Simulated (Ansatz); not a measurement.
Data:

ZnTe (zinc blende)

```
CELL_PARAMETERS angstrom
      0.00000     3.05670     3.05670
      3.05670     0.00000     3.05670
      3.05670     3.05670     0.00000
ATOMIC_POSITIONS crystal
  Te 0.75000 0.75000 0.75000
  Zn 0.00000 0.00000 0.00000
```

In this cell atom 1 (Te, nearest neighbour Zn at 2.647 Å; its periodic images, 4.3 Å or more away, move with it) is moved by s along Cartesian x, unit vector (1.000, 0.000, 0.000); all other atoms and the cell stay fixed.

Level of theory: r2SCAN (plane waves to 500 eV, PAW, scalar-relativistic; Ansatz, an electronic-structure program). k mesh 8×8×8 (Γ-centred), Fermi-Dirac smearing 0.05 eV. The energy includes the smearing's −TS. Spin-orbit coupling is left out, though Te is heavy. ZnTe was relaxed with its symmetry unable to fall. ΔE is measured from the undisplaced structure.

The scan covers s from -0.260 to 0.260 Å in 11 points.

Problem. Is the energy the same for equal positive and negative displacements?

Solution. Even: the same for both signs. With its periodic images moving along, the atom's site symmetry in this cell is -43m.

Problem. What is the force constant k = d²E/ds² of this move at s = 0?

Solution. 4.93 eV/Å².

Problem. With two atoms in the cell this is the zone-centre optical mode. What wavenumber follows (transverse: no LO-TO term)?

Solution. 176 cm⁻¹.

(A displaced cell: forces are minus the slopes of the energy, force constants its curvatures, and phonons follow from these.)
